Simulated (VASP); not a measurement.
# Na (P6_3/mmc) in VASP: a series of runs

Runs on Na. Level: PBEsol. Tasks: single point.

Program: VASP 6.6.1. These are calculated values, not measurements. Logs are shortened: lines on timing, memory, paths and dates and some standing lists are left out, and cuts for length are marked.

## 1. The slab as given

Symmetry: P6_3/mmc, No. 194, hexagonal system. Conventional cell: a = 3.767 Å, b = 3.767 Å, c = 6.154 Å, α = 90.00°, β = 90.00°, γ = 120.00°. Na (site symmetry -6m2) has 12 Na at 3.77 Å as nearest neighbours.

This isn't the form of Na at room conditions, which is bcc.

## 2. Single point, PBEsol ((0 0 1) slab cut from the bulk)

INCAR

```
SYSTEM = Na
PREC = Accurate
ENCUT = 520
EDIFF = 1E-6
ISMEAR = 0
SIGMA = 0.1
LREAL = .False.
LASPH = .True.
NELM = 100
ALGO = Fast
ISIF = 2
LWAVE = .False.
LCHARG = .False.
LDIPOL = .True.
IDIPOL = 3
DIPOL = 0.5 0.5 0.500
GGA = PS
NBANDS = 18
```

KPOINTS

```
regular mesh
0
Gamma
  12 12 1
  0 0 0
```

POSCAR

```
Na
1.0
    3.7196409407      0.0000000000      0.0000000000
   -1.8598204703      3.2213035476      0.0000000000
    0.0000000000      0.0000000000     21.0617176446
Na
3
Direct
    0.3333333333      0.6666666667      0.3560963131
    0.6666666667      0.3333333333      0.5000000000
    0.3333333333      0.6666666667      0.6439036869
```

Potentials or basis: VASP PAW PBE potentials, release 64 (Na_pv).

Started as:

```console
> cat potpaw_PBE.64/Na_pv/POTCAR > POTCAR
> mpirun -np 1 vasp_std > vasp.out
```

OUTCAR:

```text
SYSTEM = Na
   PREC = Accurate
   ENCUT = 520
   EDIFF = 1E-6
   ISMEAR = 0
   LREAL = .False.
   LASPH = .True.
   NELM = 100
   ISIF = 2
   GGA = PS

 ion  position               nearest neighbor table
   1  0.333  0.667  0.356-
   2  0.667  0.333  0.500-
   3  0.333  0.667  0.644-

  LATTYP: Found a hexagonal cell.
 ALAT       =     3.7196409407
 C/A-ratio  =     5.6622985875

  Lattice vectors:

 A1 = (   3.7196409407,   0.0000000000,   0.0000000000)
 A2 = (  -1.8598204703,   3.2213035476,   0.0000000000)
 A3 = (   0.0000000000,   0.0000000000,  21.0617176446)

Analysis of symmetry for initial positions (statically):
=====================================================================
 Subroutine PRICEL returns:
 Original cell was already a primitive cell.

 Routine SETGRP: Setting up the symmetry group for a
 hexagonal supercell.

 Subroutine GETGRP returns: Found 12 space group operations
 (whereof 12 operations were pure point group operations)
 out of a pool of 24 trial point group operations.

The static configuration has the point symmetry D_3h.

Analysis of symmetry for dynamics (positions and initial velocities):
=====================================================================
 Subroutine PRICEL returns:
 Original cell was already a primitive cell.

 Routine SETGRP: Setting up the symmetry group for a
 hexagonal supercell.

 Subroutine GETGRP returns: Found 12 space group operations
 (whereof 12 operations were pure point group operations)
 out of a pool of 24 trial point group operations.

The dynamic configuration has the point symmetry D_3h.

 Subroutine INISYM returns: Found 12 space group operations
 (whereof 12 operations are pure point group operations),
 and found     1 'primitive' translations

----------------------------------------------------------------------------------------

                                     Primitive cell

  volume of cell :     252.3635

  direct lattice vectors                    reciprocal lattice vectors
     3.719640941  0.000000000  0.000000000     0.268843153  0.155216667  0.000000000
    -1.859820470  3.221303548  0.000000000     0.000000000  0.310433334  0.000000000
     0.000000000  0.000000000 21.061717645     0.000000000  0.000000000  0.047479508

  length of vectors
     3.719640941  3.719640941 21.061717645     0.310433334  0.310433334  0.047479508

  position of ions in fractional coordinates (direct lattice)
     0.333333333  0.666666667  0.356096313
     0.666666667  0.333333333  0.500000000
     0.333333333  0.666666667  0.643903687

  ion indices of the primitive-cell ions
   primitive index   ion index
                 1           1
                 2           2
                 3           3

----------------------------------------------------------------------------------------

 KPOINTS: regular mesh

Automatic generation of k-mesh.
 Grid dimensions read from file:
 generate k-points for:   12   12    1

 Generating k-lattice:

  Cartesian coordinates                     Fractional coordinates (reciprocal lattice)
     0.022403596  0.012934722  0.000000000     0.083333333  0.000000000  0.000000000
     0.000000000  0.025869444  0.000000000     0.000000000  0.083333333  0.000000000
     0.000000000  0.000000000  0.047479508     0.000000000  0.000000000  1.000000000

  Length of vectors
     0.025869444  0.025869444  0.047479508

  Shift w.r.t. Gamma in fractional coordinates (k-lattice)
     0.000000000  0.000000000  0.000000000

 Subroutine IBZKPT returns following result:
 ===========================================

 Found     19 irreducible k-points:

 Following reciprocal coordinates:
            Coordinates               Weight
  0.000000  0.000000  0.000000      1.000000
  0.083333 -0.000000  0.000000      6.000000
  0.166667 -0.000000  0.000000      6.000000
  0.250000  0.000000  0.000000      6.000000
  0.333333 -0.000000  0.000000      6.000000
  0.416667  0.000000  0.000000      6.000000
[... 11 lines left out ...]
  0.333333  0.250000  0.000000     12.000000
  0.333333  0.333333  0.000000      2.000000
   k-points           NKPTS =     19   k-points in BZ     NKDIM =     19   number of bands    NBANDS=     18
   number of dos      NEDOS =    301   number of ions     NIONS =      3
   total plane-waves  NPLWV = 125440
   dimension x,y,z NGX =    28 NGY =   28 NGZ =  160
   dimension x,y,z NGXF=    56 NGYF=   56 NGZF=  320
   ions per type =               3
   NGX,Y,Z   is equivalent  to a cutoff of  12.51, 12.51, 12.63 a.u.
   NGXF,Y,Z  is equivalent  to a cutoff of  25.03, 25.03, 25.26 a.u.
 SYSTEM =  Na
   PREC   = accura    normal or accurate (medium, high low for compatibility)
   ISTART =      0    job   : 0-new  1-cont  2-samecut
   ICHARG =      2    charge: 1-file 2-atom 10-const
   ISPIN  =      1    spin polarized calculation?
   LNONCOLLINEAR =      F non collinear calculations
   LSORBIT =      F    spin-orbit coupling
   LASPH  =      T    aspherical Exc in radial PAW
   ENCUT  =  520.0 eV  38.22 Ry    6.18 a.u.   6.92  6.92 39.16*2*pi/ulx,y,z
   NELM   =    100;   NELMIN=  2; NELMDL= -5     # of ELM steps
   EDIFF  = 0.1E-05   stopping-criterion for ELM
   LREAL  =      F    real-space projection
   EDIFFG = 0.1E-04   stopping-criterion for IOM
   NSW    =      0    number of steps for IOM
   IBRION =     -1    ionic relax: 0-MD 1-quasi-New 2-CG
   NFREE  =      0    steps in history (QN), initial steepest desc. (CG)
   ISIF   =      2    stress and relaxation
   ISYM   =      2    0-nonsym 1-usesym 2-fastsym
   POTIM  = 0.5000    time-step for ionic-motion
   TEBEG  =    0.0;   TEEND  =   0.0 temperature during run
   PSTRESS=    0.0 pullay stress
   NELECT =      21.0000    total number of electrons
   NUPDOWN=      -1.0000    fix difference up-down
   EMIN   =  10.00;   EMAX   =-10.00  energy-range for DOS
   EFERMI =   0.00;   METHOD = LEGACY
   ISMEAR =     0;   SIGMA  =   0.10  broadening in eV -4-tet -1-fermi 0-gaus
   EFERMI_NEDOS =   21; number of points for ismear=-14 and -15
   IALGO  =     68    algorithm
   IMIX   =      4    mixing-type and parameters
     AMIX     =   0.40;   BMIX     =  1.00
     AMIX_MAG =   1.60;   BMIX_MAG =  1.00
  volume/ion in A,a.u.               =      84.12       567.68
  Fermi-wavevector in a.u.,A,eV,Ry     =   0.714725  1.350635  6.950293  0.510832
  Thomas-Fermi vector in A             =   1.802700
   LORBIT       =      0    0 simple, 1 ext, 2 COOP (PROOUT), +10 PAW based schemes
   GGA     = PS    functional components
   LHFCALC =     F    Hartree Fock is set to
   AEXX    =    0.0000 exact exchange contribution
   IVDW    =     0    specifies the selected vdW correction
   LEPSILON=     F    determine dielectric tensor
   LRPA    =     F    only Hartree local field effects (RPA)
 non-spin polarized calculation
 RMM-DIIS sequential band-by-band and
 Gauss-broadening in eV      SIGMA  =   0.10
  energy-cutoff  :      520.00
  volume of cell :      252.36
 maximum number of plane-waves:      6828
 NGX is ok and might be reduce to    28
   NGX = 13   NGY = 13   NGZ = 79

 dipolmoment           0.000000      0.000000      0.000000 electrons x Angstroem

 number of electron      20.9999995 magnetization

 dipolmoment           0.000000      0.000000     -0.000000 electrons x Angstroem

 Free energy of the ion-electron system (eV)
  ---------------------------------------------------
  ext. energy  EPLUGINS =         0.00000000
  ---------------------------------------------------
  free energy    TOTEN  =        -3.85629742 eV

  energy without entropy =       -3.84582489  energy(sigma->0) =       -3.85106116

 E-fermi :  -1.4807     XC(G=0):  -3.5284

 val. band max:       -1.4910797189   @ k =   0.3333   0.0833   0.0000
 cond. band min:      -1.3562545956   @ k =   0.4167   0.0833   0.0000
 fundamental gap:      0.1348251233
 Fermi energy:        -1.4806788899

 k-point     1 :       0.0000    0.0000    0.0000
  band No.  band energies     occupation
      1     -26.4247      2.00000
      2     -26.4238      2.00000
      3     -26.3942      2.00000
      4     -26.3942      2.00000
      5     -26.3942      2.00000
      6     -26.3942      2.00000
[... 10 lines left out ...]
     17       3.6905      0.00000
     18       3.7023      0.00000

 k-point     2 :       0.0833   -0.0000    0.0000
  band No.  band energies     occupation
      1     -26.4244      2.00000
      2     -26.4236      2.00000
      3     -26.3961      2.00000
      4     -26.3961      2.00000
      5     -26.3946      2.00000
      6     -26.3946      2.00000
[... 10 lines left out ...]
     17       3.7855      0.00000
     18       3.7972      0.00000

 k-point     3 :       0.1667   -0.0000    0.0000
  band No.  band energies     occupation
      1     -26.4236      2.00000
      2     -26.4230      2.00000
      3     -26.4014      2.00000
      4     -26.4013      2.00000
      5     -26.3959      2.00000
      6     -26.3959      2.00000
[... 10 lines left out ...]
     17       4.0623      0.00000
     18       4.0729      0.00000

 k-point     4 :       0.2500    0.0000    0.0000
  band No.  band energies     occupation
      1     -26.4224      2.00000
      2     -26.4221      2.00000
      3     -26.4085      2.00000
      4     -26.4084      2.00000
      5     -26.3976      2.00000
      6     -26.3976      2.00000
[... 270 lines left out ...]
      4     -26.4172      2.00000
      5     -26.4065      2.00000
      6     -26.4065      2.00000
[... 10 lines left out ...]
     17       3.0391      0.00000
     18       3.3356      0.00000

 k-point    18 :       0.3333    0.2500    0.0000
  band No.  band energies     occupation
      1     -26.4200      2.00000
      2     -26.4197      2.00000
      3     -26.4177      2.00000
      4     -26.4175      2.00000
      5     -26.4095      2.00000
      6     -26.4094      2.00000
[... 10 lines left out ...]
     17       2.7297      0.00000
     18       2.8060      0.00000

 k-point    19 :       0.3333    0.3333    0.0000
  band No.  band energies     occupation
      1     -26.4199      2.00000
      2     -26.4195      2.00000
      3     -26.4143      2.00000
      4     -26.4141      2.00000
      5     -26.4140      2.00000
      6     -26.4140      2.00000
[... 10 lines left out ...]
     17       2.8390      0.00000
     18       2.9117      0.00000

------------------------ aborting loop because EDIFF is reached ----------------------------------------

 vacuum level on the upper side and lower side of the slab       (xc-potential included)        -0.263        -0.263

  FORCE on cell =-STRESS in cart. coord.  units (eV):
  Direction    XX          YY          ZZ          XY          YZ          ZX
  --------------------------------------------------------------------------------------
  -------------------------------------------------------------------------------------
  Total       -0.1226228     -0.1226228     -0.0922546     -0.0000000     -0.0000000     -0.0000000
  in kB       -0.7784944     -0.7784944     -0.5856959     -0.0000000     -0.0000000     -0.0000000
  external PRESSURE =      -0.7142282 kB  Pullay stress =       0.0000000 kB

 VOLUME and BASIS-vectors are now :
 -----------------------------------------------------------------------------
  energy-cutoff  :      520.00
  volume of cell :      252.36
      direct lattice vectors                 reciprocal lattice vectors
     3.719640941  0.000000000  0.000000000     0.268843153  0.155216667  0.000000000
    -1.859820470  3.221303548  0.000000000     0.000000000  0.310433334  0.000000000
     0.000000000  0.000000000 21.061717645     0.000000000  0.000000000  0.047479508

 POSITION                                       TOTAL-FORCE (eV/Angst)
 -----------------------------------------------------------------------------------
     -0.00000      2.14754      7.50000         0.000000      0.000000      0.014089
      1.85982      1.07377     10.53086        -0.000000     -0.000000      0.000000
     -0.00000      2.14754     13.56172         0.000000      0.000000     -0.014089
 -----------------------------------------------------------------------------------
    total drift:                                0.000002     -0.000001     -0.000000

  FREE ENERGIE OF THE ION-ELECTRON SYSTEM (eV)
  ---------------------------------------------------
  free  energy   TOTEN  =        -3.8562974248 eV

  energy  without entropy=       -3.8458248853  energy(sigma->0) =       -3.85106116

 vacuum level on the upper side and lower side of the slab         1.280         1.280
```

Run time: 2.5 min. Hardware: 1 thread of AMD EPYC 7R13 (Zen 3), shared host; peak memory 0.31 GiB.

Results:

* Free energy: -3.8563 eV
* Largest force: 0.014 eV/Å
* Band gap on the k mesh: none (metal or under the smearing width)

Forces in eV/Å, atoms in the order of the input:
```
Na   0.000  0.000  0.014
Na   0.000  0.000  0.000
Na   0.000  0.000 -0.014
```

Caveat: the PAW data sets were made with another functional, which shifts forces and pressure a little.

## 3. Single point, PBEsol (bulk in the cell of the (0 0 1) plane)

INCAR

```
SYSTEM = Na
ALGO = Fast
EDIFF = 1E-6
ENCUT = 520
GGA = PS
ISIF = 2
ISMEAR = 0
LASPH = .TRUE.
LCHARG = .FALSE.
LREAL = .FALSE.
LWAVE = .FALSE.
NBANDS = 14
NELM = 100
PREC = Accurate
SIGMA = 0.1
```

KPOINTS

```
k-points
0
G
  12 12 6
  0 0 0
```

POSCAR

```
Na
1.0
    3.7196409407      0.0000000000      0.0000000000
   -1.8598204703      3.2213035476      0.0000000000
    0.0000000000      0.0000000000      6.0617176446
Na
2
Direct
    0.3333333333      0.6666666667      0.2500000000
    0.6666666667      0.3333333333      0.7500000000
```

Potentials or basis: VASP PAW PBE potentials, release 64 (Na_pv).

Started as:

```console
> cat potpaw_PBE.64/Na_pv/POTCAR > POTCAR
> mpirun -np 1 vasp_std > vasp.out
```

It took 74 s on 1 thread of AMD EPYC 7R13 (Zen 3), shared host; peak memory 0.18 GiB.

It converged, with:

```
Free energy            : -2.8038 eV
Pressure               : 0.0 GPa
Band gap on the k mesh : none (metal or under the smearing width)
```

Stress tensor (GPa, compression positive):
```
-0.01  0.00  0.00
 0.00 -0.01  0.00
 0.00  0.00  0.07
```

Levels at points of the mesh, in eV from the Fermi level:
```
           k point  band 3  band 4  band 5  band 6  band 7  band 8  band 9  band 10  band 11  band 12
(0.00, 0.00, 0.00)  -24.71  -24.70  -24.70  -24.70   -3.26    0.62    1.07    10.14    10.14    10.53
(0.50, 0.00, 0.00)  -24.72  -24.71  -24.71  -24.71    0.29    0.43    3.95     3.99     4.50     4.72
(0.00, 0.00, 0.50)  -24.70  -24.70  -24.70  -24.70   -2.21   -2.21    5.68     5.68    10.73    10.73
(0.50, 0.00, 0.50)  -24.71  -24.71  -24.71  -24.71    1.12    1.12    1.63     1.63     7.82     7.82
```

Caveat: the PAW data sets were made with another functional, which shifts forces and pressure a little.

(Part 1 of 2 ends here.)
